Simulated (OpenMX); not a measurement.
## SnSe2 in OpenMX: the effect of volume scale

Crystal: SnSe2.

```xyz
3
Lattice="3.6520 0.0000 0.0000 -1.8260 3.1627 0.0000 0.0000 0.0000 5.8800" Properties=species:S:1:pos:R:3 pbc="T T T"
Sn    0.0000    0.0000    0.0000
Se    1.8260    1.0542    4.4159
Se    0.0000    2.1085    1.4641
```

Alike in all runs:

```yaml
Program: OpenMX 3.8.5
Task: single point
Functional: PBE
Potentials_or_basis: OpenMX 2013 PBE set, Sn7.0-s3p2d2, Se7.0-s3p2d2, grid cutoff 500 Ry
k_mesh: 7 × 7 × 5
Occupations: fermi-dirac, width 0.05 eV
Spin: no spin polarisation
```

```tsv
volume scale	gap on the mesh (eV)	pressure (GPa)	largest force (eV/Å)
0.88	0.82	21.7	2.78
0.92	?	?	?
0.96	0.77	10.8	1.58
1	0.75	7.0	1.11
1.04	0.70	3.8	0.70
1.08	0.66	1.3	0.35
```

Problem. What does the run with volume scale 0.92 give?

Solution. gap on the mesh 0.80 eV; pressure 15.7 GPa; largest force 2.14 eV/Å.

Worked out: A parabola through the other rows of the gap on the mesh, of slope -0.559 eV per unit of volume scale there, gives 0.80 eV, against the run's 0.80. A parabola through the other rows of the pressure, of slope -134 GPa per unit of volume scale there, gives 15.9 GPa, against the run's 15.7. A parabola through the other rows of the largest force, of slope -14.9 eV/Å per unit of volume scale there, gives 2.15 eV/Å, against the run's 2.14.

Caveats: spin-orbit coupling is left out, which moves the levels of the heavy elements; an odd mesh through Γ misses points on the zone boundary, where band edges often lie; this functional lacks dispersion, which binds the layers, so the pressure and a relaxed spacing across them are unreliable; the basis of atomic orbitals isn't converged, which shifts pressures, moduli and gaps; forces of over 1 eV/Å show positions far from the minimum, so gaps and moduli don't describe the material at rest (some runs).
